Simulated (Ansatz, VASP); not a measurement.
## Pd in VASP and in Ansatz

POSCAR

```
Pd
1.0
    0.0000000000      1.9449000000      1.9449000000
    1.9449000000      0.0000000000      1.9449000000
    1.9449000000      1.9449000000      0.0000000000
Pd
1
Direct
    0.0000000000      0.0000000000      0.0000000000
```

The input INCAR.step1:

```
SYSTEM = Pd
PREC     = Accurate       ! precision mode
ENCUT    = 520            ! plane-wave cutoff, eV
ISMEAR   = -1             ! smearing method
SIGMA    = 0.05           ! smearing width, eV
LREAL    = .FALSE.        ! projectors in reciprocal space
LASPH    = .TRUE.         ! aspherical terms in the spheres
NELM     = 80             ! most SCF steps
NBANDS   = 11             ! bands
GGA      = PE             ! functional
ALGO     = Normal         ! electronic algorithm
EDIFF    = 1E-4           ! SCF threshold, eV
LWAVE    = .TRUE.         ! write WAVECAR
LCHARG   = .FALSE.        ! write CHGCAR
```

INCAR.step2

```
SYSTEM = Pd
PREC     = Accurate       ! precision mode
ENCUT    = 520            ! plane-wave cutoff, eV
EDIFF    = 1E-8           ! SCF threshold, eV
ISMEAR   = -1             ! smearing method
SIGMA    = 0.05           ! smearing width, eV
LREAL    = .FALSE.        ! projectors in reciprocal space
LASPH    = .TRUE.         ! aspherical terms in the spheres
NELM     = 80             ! most SCF steps
ALGO     = Normal         ! electronic algorithm
ISIF     = 2              ! what is computed and relaxed
LWAVE    = .FALSE.        ! write WAVECAR
LCHARG   = .FALSE.        ! write CHGCAR
METAGGA  = R2SCAN         ! meta-GGA
LMIXTAU  = .TRUE.       
LEFG     = .TRUE.       
NBANDS   = 11             ! bands
ISTART   = 1
```

KPOINTS

```
regular mesh
0
G
  18 18 18
  0 0 0
```

Input for Ansatz:

```yaml
crystal:
  lattice:
    - [0.0, 1.9449, 1.9449]
    - [1.9449, 0.0, 1.9449]
    - [1.9449, 1.9449, 0.0]
  atoms:
    - { symbol: Pd, position: [0.0, 0.0, 0.0] }
kpoints:
  mp_grid: { grid: [18, 18, 18] }
  band_path:
    path:
      - [0.0, 0.0, 0.0]
      - [0.5, 0.0, 0.5]
      - [0.625, 0.25, 0.625]
      - [0.375, 0.375, 0.75]
      - [0.0, 0.0, 0.0]
      - [0.5, 0.5, 0.5]
      - [0.5, 0.25, 0.75]
      - [0.5, 0.0, 0.5]
    npoints: 5
scf:
  occupations: { method: fermi_dirac, width: 0.05 }
hamiltonian:
  xc: r2scan
  pseudopotentials: { kind: paw }
output:
  forces: true
  stress: true
  eigenvalues: true
  efg: { contact_densities: true }
```

Alike in both runs: task electric field gradients; functional r2SCAN; k mesh 18 × 18 × 18; occupations fermi-dirac, width 0.05 eV; no spin polarisation.

|  | VASP | Ansatz |
| --- | --- | --- |
| version | VASP 6.6.1 | Ansatz 0.2.0 |
| potentials or method | VASP PAW PBE potentials, release 64 (Pd) | PAW with Ansatz's default frozen-core files, scalar-relativistic |
| plane-wave cutoff (eV) | 520 | 500 |
| valence electrons in the cell | 10 | 18 |

|  | VASP | Ansatz | Ansatz less VASP |
| --- | --- | --- | --- |
| pressure (GPa) | 3.4 | 2.6 | -0.76 |
| Vzz of the field gradient on the site that differs most (V/Å²) | 0.0 | 0.0 | 0.00 |

The two sets of potentials don't hold the same shells in valence. Ansatz warned: «gradients_without_spin_orbit».

Caveats: the PAW data sets were made with another functional, which shifts forces and pressure a little (VASP).
